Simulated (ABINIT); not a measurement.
# Bi (Im-3m) in ABINIT: further runs

One crystal, Bi, is run at these levels: PBEsol, LDA; tasks: single point.

All numbers are computed with ABINIT 10.8.3 (patched build); they aren't measurements. Logs are shortened: lines on timing, memory, paths and dates and some standing lists are left out, and cuts for length are marked. The log counts tension as positive stress, the text compression.

**1. The crystal as given**

It takes space group Im-3m (No. 229, cubic). The conventional cell has a = 3.963 Å, b = 3.963 Å, c = 3.963 Å, α = 90.00°, β = 90.00°, γ = 90.00°. Around Bi (site symmetry m-3m) lie 8 Bi at 3.43 Å.

This isn't the form of Bi at room conditions, which is rhombohedral.

**2. Single point, PBEsol**

Input file run.abi:

```
# Pseudopotentials
pp_dirpath "./"
pseudos "Bi.upf"

# Structure
acell 6.4854235633 6.4854235633 6.4854235633
rprim
    -0.5773502692     0.5773502692     0.5773502692
     0.5773502692    -0.5773502692     0.5773502692
     0.5773502692     0.5773502692    -0.5773502692
ntypat 1
znucl 83
natom 1
typat 1
xred
     0.0000000000     0.0000000000     0.0000000000

# Plane-wave basis
ecut 29.0

# k points
kptopt 1
ngkpt 7 7 7
nshiftk 1
shiftk 0.0 0.0 0.0

# Exchange and correlation
ixc -116133

# Bands and occupations
nband 12
occopt 3
tsmear 0.00183747

# SCF cycle
nstep 100
tolvrs 1.0e-10

# Output
iomode 3
prtwf 0
prtden 0
prteig 0
prtebands 0
enunit 2
```

Potentials or basis: PseudoDojo NC SR PBEsol v0.4.1 standard.

Command:

```console
> abinit run.abi > log 2>&1
```

run.abo:

```text
.Version 10.8.3 of ABINIT
 Symmetries : space group Im -3 m (#229); Bravais cI (body-center cubic)
================================================================================
 Values of the parameters that define the memory need of the present run
     intxc =       0    ionmov =       0      iscf =       7    lmnmax =       6
     lnmax =       6     mgfft =      32  mpssoang =       3    mqgrid =    3001
     natom =       1  nloc_mem =       1    nspden =       1   nspinor =       1
    nsppol =       1      nsym =      48    n1xccc =    2501    ntypat =       1
    occopt =       3   xclevel =       2
       mpw =        1581          nfft =       32768          nkpt =          20
================================================================================
================================================================================

--------------------------------------------------------------------------------
------------- Echo of variables that govern the present computation ------------
--------------------------------------------------------------------------------
 -outvars: echo values of preprocessed input variables --------
            acell      6.4854235633E+00  6.4854235633E+00  6.4854235633E+00 Bohr
              amu      2.08980370E+02
             ecut      2.90000000E+01 Hartree
           enunit           2
              ixc     -116133
         kptrlatt        7    0    0      0    7    0      0    0    7
          kptrlen      4.53979649E+01
            natom           1
            nband          12
            ngfft          32      32      32
             nkpt          20
            nstep         100
             nsym          48
           ntypat           1
           occopt           3
           prtden           0
        prtebands           0
           prteig           0
            prtwf           0
            rprim     -5.7735026920E-01  5.7735026920E-01  5.7735026920E-01
                       5.7735026920E-01 -5.7735026920E-01  5.7735026920E-01
                       5.7735026920E-01  5.7735026920E-01 -5.7735026920E-01
          spgroup         229
           tolvrs      1.00000000E-10
           tsmear      1.83747000E-03 Hartree
            typat      1
            znucl       83.00000

================================================================================

 chkinp: Checking input parameters for consistency.

================================================================================
== DATASET  1 ==================================================================

--- !DatasetInfo
iteration_state: {dtset: 1, }
dimensions: {natom: 1, nkpt: 20, mband: 12, nsppol: 1, nspinor: 1, nspden: 1, mpw: 1581, }
cutoff_energies: {ecut:  29.0, pawecutdg:  -1.0, }
[... 65 lines left out ...]
xred      :
- [  0.0000E+00,   0.0000E+00,   0.0000E+00, Bi]
cartesian_forces: # hartree/bohr
- [ -0.00000000E+00,  -0.00000000E+00,  -0.00000000E+00, ]
force_length_stats: {min:   0.00000000E+00, max:   0.00000000E+00, mean:   0.00000000E+00, }
...

 Integrated electronic density in atomic spheres:
 ------------------------------------------------
 Atom  Sphere_radius  Integrated_density
    1        2.00000         10.70283682
================================================================================

 ----iterations are completed or convergence reached----

 Mean square residual over all n,k,spin=   92.750E-09; max=  15.597E-06
 reduced coordinates (array xred) for    1 atoms
       0.000000000000      0.000000000000      0.000000000000
 rms dE/dt=  0.0000E+00; max dE/dt=  0.0000E+00; dE/dt below (all hartree)
    1       0.000000000000      0.000000000000      0.000000000000

 cartesian coordinates (angstrom) at end:
    1      0.00000000000000     0.00000000000000     0.00000000000000

 cartesian forces (hartree/bohr) at end:
    1     -0.00000000000000    -0.00000000000000    -0.00000000000000
 frms,max,avg= 0.0000000E+00 0.0000000E+00   0.000E+00  0.000E+00  0.000E+00 h/b

 cartesian forces (eV/Angstrom) at end:
    1     -0.00000000000000    -0.00000000000000    -0.00000000000000
 frms,max,avg= 0.0000000E+00 0.0000000E+00   0.000E+00  0.000E+00  0.000E+00 e/A
 length scales=  6.485423563300  6.485423563300  6.485423563300 bohr
              =  3.431938350423  3.431938350423  3.431938350423 angstroms
 Fermi (or HOMO) energy (hartree) =   0.22546   Average Vxc (hartree)=  -0.39571
 Eigenvalues (hartree) for nkpt=  20  k points:
 kpt#   1, nband= 12, wtk=  0.00292, kpt=  0.0000  0.0000  0.0000 (reduced coord)
  -0.61571   -0.61571   -0.61571   -0.61092   -0.61092   -0.26969    0.41559    0.41559
   0.41559    0.56136    0.62567    0.62567
      occupation numbers for kpt#   1
   2.00000    2.00000    2.00000    2.00000    2.00000    2.00000    0.00000    0.00000
   0.00000    0.00000    0.00000    0.00000
 prteigrs : prtvol=0 or 1, do not print more k-points.

 Fermi (or HOMO) energy (eV) =   6.13497   Average Vxc (eV)= -10.76781
 Eigenvalues (   eV  ) for nkpt=  20  k points:
 kpt#   1, nband= 12, wtk=  0.00292, kpt=  0.0000  0.0000  0.0000 (reduced coord)
 -16.75444  -16.75444  -16.75444  -16.62410  -16.62410   -7.33862   11.30880   11.30880
  11.30880   15.27547   17.02535   17.02536
 prteigrs : prtvol=0 or 1, do not print more k-points.

--- !EnergyTerms
iteration_state     : {dtset: 1, }
comment             : Components of total free energy in Hartree
kinetic             :  3.90894123228173E+01
hartree             :  1.52940957468072E+01
xc                  : -2.14680440011392E+01
Ewald energy        : -5.46707113283237E+01
psp_core            :  3.06452580462698E+00
local_psp           : -4.80037050841178E+01
non_local_psp       : -1.52284215582385E+01
internal            : -8.19228480975676E+01
'-kT*entropy'       : -3.16501003302959E-04
total_energy        : -8.19231645985709E+01
total_energy_eV     : -2.22924287438479E+03
band_energy         : -6.04642894062983E+00
...

 Cartesian components of stress tensor (hartree/bohr^3)
  sigma(1 1)=  6.07424913E-05  sigma(3 2)=  0.00000000E+00
  sigma(2 2)=  6.07424913E-05  sigma(3 1)=  0.00000000E+00
  sigma(3 3)=  6.07424913E-05  sigma(2 1)=  0.00000000E+00

-Cartesian components of stress tensor (GPa)         [Pressure= -1.7871E+00 GPa]
- sigma(1 1)=  1.78710579E+00  sigma(3 2)=  0.00000000E+00
- sigma(2 2)=  1.78710579E+00  sigma(3 1)=  0.00000000E+00
- sigma(3 3)=  1.78710579E+00  sigma(2 1)=  0.00000000E+00

== END DATASET(S) ==============================================================
================================================================================

 -outvars: echo values of variables after computation  --------
            acell      6.4854235633E+00  6.4854235633E+00  6.4854235633E+00 Bohr
           etotal     -8.1923164599E+01
            fcart     -0.0000000000E+00 -0.0000000000E+00 -0.0000000000E+00
            rprim     -5.7735026920E-01  5.7735026920E-01  5.7735026920E-01
                       5.7735026920E-01 -5.7735026920E-01  5.7735026920E-01
                       5.7735026920E-01  5.7735026920E-01 -5.7735026920E-01
           strten      6.0742491260E-05  6.0742491260E-05  6.0742491260E-05
                       0.0000000000E+00  0.0000000000E+00  0.0000000000E+00
 Calculation completed.
```

Wall time 8 s (1 thread of Arm Neoverse V1, shared host); peak memory 0.06 GiB.

What came out:

```
Free energy                                           : -2229.2429 eV
Pressure                                              : -1.8 GPa
Band gap on the k mesh                                : none (metal or under the smearing width)
Valence electrons inside the program's atomic spheres : Bi 10.70 (radii [1.0584] Å)
```

Caveat: spin-orbit coupling is left out, which moves the levels of the heavy elements.

**3. Single point, LDA**

Input file run.abi:

```
pp_dirpath "./"
pseudos "Bi.upf"

acell 6.4854235633 6.4854235633 6.4854235633
rprim
    -0.5773502692     0.5773502692     0.5773502692
     0.5773502692    -0.5773502692     0.5773502692
     0.5773502692     0.5773502692    -0.5773502692
ntypat 1
znucl 83
natom 1
typat 1
xred
     0.0000000000     0.0000000000     0.0000000000

ecut 32.0

kptopt 1
ngkpt 7 7 7
nshiftk 1
shiftk 0.0 0.0 0.0

ixc 7

nband 16
occopt 3
tsmear 0.00183747

nstep 100
tolvrs 1.0e-10

iomode 3
prtwf 0
prtden 0
prteig 0
prtebands 0
enunit 1
```

Potentials or basis: PseudoDojo NC SR LDA v0.4 stringent.

Command:

```console
> abinit run.abi > log 2>&1
```

Wall time 12 s (1 thread of Arm Neoverse V2, shared host); peak memory 0.06 GiB.

It converged, with:

```yaml
Free_energy: -6317.5373 eV
Pressure: -7.2 GPa
Band_gap_on_the_k_mesh: none (metal or under the smearing width)
Valence_electrons_inside_the_program's_atomic_spheres: Bi 18.66 (radii [1.0584] Å)
```

Levels at points of the mesh, in eV from the Fermi level:
```tsv
k point	band 9	band 10	band 11	band 12	band 13	band 14
(0.00, 0.00, 0.00)	-22.71	-13.49	5.10	5.10	5.10	9.23
```

Caveat: spin-orbit coupling is left out, which moves the levels of the heavy elements.
